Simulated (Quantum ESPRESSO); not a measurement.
Set up this calculation in Quantum ESPRESSO 7.5, as the native input.

```yaml
Task: phonons and Raman activities
Functional: LDA
Potentials_or_basis: GBRV 1.5 LDA
Cutoff: 612 eV
Density_cutoff: 4898 eV
k_mesh: 4 × 4 × 2, shifted
Occupations: fermi-dirac, width 0.05 eV
Spin: no spin polarisation
Form_of_the_LDA_correlation: PZ81
Mixing_beta: 0.5
Most_SCF_iterations: 120
SCF_threshold: 8e-10 Ry
```

Crystal: AlN.

```xyz
4
Lattice="3.1130 0.0000 0.0000 -1.5565 2.6959 0.0000 0.0000 0.0000 4.9810" Properties=species:S:1:pos:R:3 pbc="T T T"
Al    1.5565    0.8986    2.4905
Al    0.0000    1.7973    0.0000
N     1.5565    0.8986    4.3833
N     0.0000    1.7973    1.8928
```

These files were run (other wordings do the same):

pw.in

```
&CONTROL
  calculation = 'scf'
  prefix = 'pwscf'
  outdir = './tmp'
  pseudo_dir = './pseudo'
  tprnfor = .true.
  tstress = .true.
  disk_io = 'low'
/
&SYSTEM
  ibrav = 0
  A = 3.113
  nat = 4
  ntyp = 2
  ecutwfc = 45
  ecutrho = 360
  nbnd = 14
  occupations = 'smearing'
  smearing = 'fd'
  degauss = 0.00367493
/
&ELECTRONS
  conv_thr = 8d-10
  electron_maxstep = 120
  mixing_beta = 0.5
/
ATOMIC_SPECIES
Al    26.9815 al_lda_v1.uspp.F.UPF
N     14.0070 n_lda_v1.2.uspp.F.UPF
CELL_PARAMETERS alat
   1.0000000000    0.0000000000    0.0000000000
  -0.5000000000    0.8660254038    0.0000000000
   0.0000000000    0.0000000000    1.6000642467
ATOMIC_POSITIONS alat
Al     0.5000000000    0.2886751346    0.8000321234
Al     0.0000000000    0.5773502692    0.0000000000
N      0.5000000000    0.2886751346    1.4080565371
N      0.0000000000    0.5773502692    0.6080244137
K_POINTS automatic
4 4 2 0 0 1
```

relax.in

```
&CONTROL
  calculation = 'relax'
  prefix = 'pwscf'
  outdir = './tmp'
  pseudo_dir = './pseudo'
  tprnfor = .true.
  tstress = .true.
  disk_io = 'low'
  nstep = 40
  forc_conv_thr = 0.0001
  etot_conv_thr = 1d-06
/
&SYSTEM
  ibrav = 0
  A = 3.113
  nat = 4
  ntyp = 2
  ecutwfc = 45
  ecutrho = 360
  nbnd = 14
  occupations = 'smearing'
  smearing = 'fd'
  degauss = 0.00367493
/
&ELECTRONS
  conv_thr = 8d-10
  electron_maxstep = 120
  mixing_beta = 0.5
/
&IONS
  ion_dynamics = 'bfgs'
/
ATOMIC_SPECIES
Al    26.9815 al_lda_v1.uspp.F.UPF
N     14.0070 n_lda_v1.2.uspp.F.UPF
CELL_PARAMETERS alat
   1.0000000000    0.0000000000    0.0000000000
  -0.5000000000    0.8660254038    0.0000000000
   0.0000000000    0.0000000000    1.6000642467
ATOMIC_POSITIONS alat
Al     0.5000000000    0.2886751346    0.8000321234
Al     0.0000000000    0.5773502692    0.0000000000
N      0.5000000000    0.2886751346    1.4080565371
N      0.0000000000    0.5773502692    0.6080244137
K_POINTS automatic
4 4 2 0 0 1
```

scf2.in

```
&CONTROL
  calculation = 'scf'
  prefix = 'pwscf'
  outdir = './tmp'
  pseudo_dir = './pseudo'
  tprnfor = .true.
  tstress = .true.
  disk_io = 'low'
/
&SYSTEM
  ibrav = 0
  A = 3.113
  nat = 4
  ntyp = 2
  ecutwfc = 45
  ecutrho = 360
  nbnd = 14
  occupations = 'fixed'
/
&ELECTRONS
  conv_thr = 1d-13
  electron_maxstep = 120
  mixing_beta = 0.5
  startingpot = 'file'
  startingwfc = 'file'
/
ATOMIC_SPECIES
Al    26.9815 al_lda_v1.uspp.F.UPF
N     14.0070 n_lda_v1.2.uspp.F.UPF
CELL_PARAMETERS alat
   1.0000000000    0.0000000000    0.0000000000
  -0.5000000000    0.8660254038    0.0000000000
   0.0000000000    0.0000000000    1.6000642467
ATOMIC_POSITIONS alat
Al     0.5000000000    0.2886751346    0.7983793991
Al     0.0000000000    0.5773502692   -0.0016527243
N      0.5000000000    0.2886751346    1.4097092614
N      0.0000000000    0.5773502692    0.6096771380
K_POINTS automatic
4 4 2 0 0 1
```

ph.in

```
raman of AlN
&INPUTPH
  prefix = 'pwscf'
  outdir = './tmp'
  tr2_ph = 1d-16
  fildyn = 'dyn'
  niter_ph = 60
  alpha_mix(1) = 0.7
  epsil = .true.
/
0.0000000000 0.0000000000 0.0000000000
```

dynmat.in

```
&INPUT
  fildyn = 'dyn'
  asr = 'crystal'
  lperm = .true.
  filout = 'dynmat.disp'
  fileig = 'dynmat.eig'
/
```

dynmat_lo.in

```
&INPUT
  fildyn = 'dyn'
  asr = 'crystal'
  filout = 'dynmat_lo.disp'
  fileig = 'dynmat_lo.eig'
  q(1) = 0
  q(2) = 0
  q(3) = 1
/
```

scf_1x+.in

```
&CONTROL
  calculation = 'scf'
  prefix = 'pwscf'
  outdir = './tmp'
  pseudo_dir = './pseudo'
  tprnfor = .true.
  disk_io = 'low'
/
&SYSTEM
  ibrav = 0
  A = 3.113
  nat = 4
  ntyp = 2
  ecutwfc = 45
  ecutrho = 360
  nbnd = 14
  occupations = 'fixed'
/
&ELECTRONS
  conv_thr = 1d-12
  electron_maxstep = 120
  mixing_beta = 0.5
/
ATOMIC_SPECIES
Al    26.9815 al_lda_v1.uspp.F.UPF
N     14.0070 n_lda_v1.2.uspp.F.UPF
CELL_PARAMETERS alat
   1.0000000000    0.0000000000    0.0000000000
  -0.5000000000    0.8660254038    0.0000000000
   0.0000000000    0.0000000000    1.6000642467
ATOMIC_POSITIONS alat
Al     0.5048185032    0.2886751346    0.7983793991
Al     0.0000000000    0.5773502692   -0.0016527243
N      0.5000000000    0.2886751346    1.4097092614
N      0.0000000000    0.5773502692    0.6096771380
K_POINTS automatic
4 4 2 0 0 1
```

eps_1x+.in

```
dielectric tensor, atom 1 moved
&INPUTPH
  prefix = 'pwscf'
  outdir = './tmp'
  tr2_ph = 1d-15
  epsil = .true.
  trans = .false.
  zeu = .false.
/
0.0 0.0 0.0
```

scf_1x-.in

```
&CONTROL
  calculation = 'scf'
  prefix = 'pwscf'
  outdir = './tmp'
  pseudo_dir = './pseudo'
  tprnfor = .true.
  disk_io = 'low'
/
&SYSTEM
  ibrav = 0
  A = 3.113
  nat = 4
  ntyp = 2
  ecutwfc = 45
  ecutrho = 360
  nbnd = 14
  occupations = 'fixed'
/
&ELECTRONS
  conv_thr = 1d-12
  electron_maxstep = 120
  mixing_beta = 0.5
/
ATOMIC_SPECIES
Al    26.9815 al_lda_v1.uspp.F.UPF
N     14.0070 n_lda_v1.2.uspp.F.UPF
CELL_PARAMETERS alat
   1.0000000000    0.0000000000    0.0000000000
  -0.5000000000    0.8660254038    0.0000000000
   0.0000000000    0.0000000000    1.6000642467
ATOMIC_POSITIONS alat
Al     0.4951814970    0.2886751346    0.7983793991
Al     0.0000000000    0.5773502692   -0.0016527243
N      0.5000000000    0.2886751346    1.4097092614
N      0.0000000000    0.5773502692    0.6096771380
K_POINTS automatic
4 4 2 0 0 1
```

eps_1x-.in

```
dielectric tensor, atom 1 moved
&INPUTPH
  prefix = 'pwscf'
  outdir = './tmp'
  tr2_ph = 1d-15
  epsil = .true.
  trans = .false.
  zeu = .false.
/
0.0 0.0 0.0
```

Potentials or basis: GBRV 1.5 LDA.

Launch:

```console
$ OMP_NUM_THREADS=1 pw.x -in pw.in > pw.out
$ OMP_NUM_THREADS=1 pw.x -in relax.in > relax.out
$ OMP_NUM_THREADS=1 pw.x -in scf2.in > scf2.out
$ OMP_NUM_THREADS=1 ph.x -in ph.in > ph.out
$ OMP_NUM_THREADS=1 dynmat.x -in dynmat.in > dynmat.out
$ OMP_NUM_THREADS=1 dynmat.x -in dynmat_lo.in > dynmat_lo.out
$ OMP_NUM_THREADS=1 pw.x -in scf_1x+.in > scf_1x+.out
$ OMP_NUM_THREADS=1 ph.x -in eps_1x+.in > eps_1x+.out
$ OMP_NUM_THREADS=1 pw.x -in scf_1x-.in > scf_1x-.out
$ OMP_NUM_THREADS=1 ph.x -in eps_1x-.in > eps_1x-.out
$ OMP_NUM_THREADS=1 pw.x -in scf_1y+.in > scf_1y+.out
$ OMP_NUM_THREADS=1 ph.x -in eps_1y+.in > eps_1y+.out
$ OMP_NUM_THREADS=1 pw.x -in scf_1y-.in > scf_1y-.out
$ OMP_NUM_THREADS=1 ph.x -in eps_1y-.in > eps_1y-.out
$ OMP_NUM_THREADS=1 pw.x -in scf_1z+.in > scf_1z+.out
$ OMP_NUM_THREADS=1 ph.x -in eps_1z+.in > eps_1z+.out
$ OMP_NUM_THREADS=1 pw.x -in scf_1z-.in > scf_1z-.out
$ OMP_NUM_THREADS=1 ph.x -in eps_1z-.in > eps_1z-.out
$ OMP_NUM_THREADS=1 pw.x -in scf_2x+.in > scf_2x+.out
$ OMP_NUM_THREADS=1 ph.x -in eps_2x+.in > eps_2x+.out
$ OMP_NUM_THREADS=1 pw.x -in scf_2x-.in > scf_2x-.out
$ OMP_NUM_THREADS=1 ph.x -in eps_2x-.in > eps_2x-.out
$ OMP_NUM_THREADS=1 pw.x -in scf_2y+.in > scf_2y+.out
$ OMP_NUM_THREADS=1 ph.x -in eps_2y+.in > eps_2y+.out
$ OMP_NUM_THREADS=1 pw.x -in scf_2y-.in > scf_2y-.out
$ OMP_NUM_THREADS=1 ph.x -in eps_2y-.in > eps_2y-.out
$ OMP_NUM_THREADS=1 pw.x -in scf_2z+.in > scf_2z+.out
$ OMP_NUM_THREADS=1 ph.x -in eps_2z+.in > eps_2z+.out
$ OMP_NUM_THREADS=1 pw.x -in scf_2z-.in > scf_2z-.out
$ OMP_NUM_THREADS=1 ph.x -in eps_2z-.in > eps_2z-.out
$ OMP_NUM_THREADS=1 pw.x -in scf_3x+.in > scf_3x+.out
$ OMP_NUM_THREADS=1 ph.x -in eps_3x+.in > eps_3x+.out
$ OMP_NUM_THREADS=1 pw.x -in scf_3x-.in > scf_3x-.out
$ OMP_NUM_THREADS=1 ph.x -in eps_3x-.in > eps_3x-.out
$ OMP_NUM_THREADS=1 pw.x -in scf_3y+.in > scf_3y+.out
$ OMP_NUM_THREADS=1 ph.x -in eps_3y+.in > eps_3y+.out
$ OMP_NUM_THREADS=1 pw.x -in scf_3y-.in > scf_3y-.out
$ OMP_NUM_THREADS=1 ph.x -in eps_3y-.in > eps_3y-.out
$ OMP_NUM_THREADS=1 pw.x -in scf_3z+.in > scf_3z+.out
$ OMP_NUM_THREADS=1 ph.x -in eps_3z+.in > eps_3z+.out
$ OMP_NUM_THREADS=1 pw.x -in scf_3z-.in > scf_3z-.out
$ OMP_NUM_THREADS=1 ph.x -in eps_3z-.in > eps_3z-.out
```

Results of the run:

The pressure after relaxing is -3.8 GPa and the electronic dielectric tensor (diagonal) is 4.83, 4.83, 4.66. The born charges (mean of the diagonal) is Al +2.56; N -2.69 e and the highest phonon frequency at Γ, LO-TO splitting left out is 714 cm⁻¹. The static dielectric tensor (diagonal) is 8.73, 8.73, 9.68.

Caveat: the k mesh is coarse (spacing up to 0.63 Å⁻¹), so the values aren't converged; the mesh is thin for the dielectric tensor, Born charges and intensities, which usually come out too large; the Born charges break their sum rule by 0.26 e, a sign of too thin a mesh.

Run time: 8.6 min on 1 thread of Arm Neoverse V1 (shared host), peak memory 0.07 GiB.
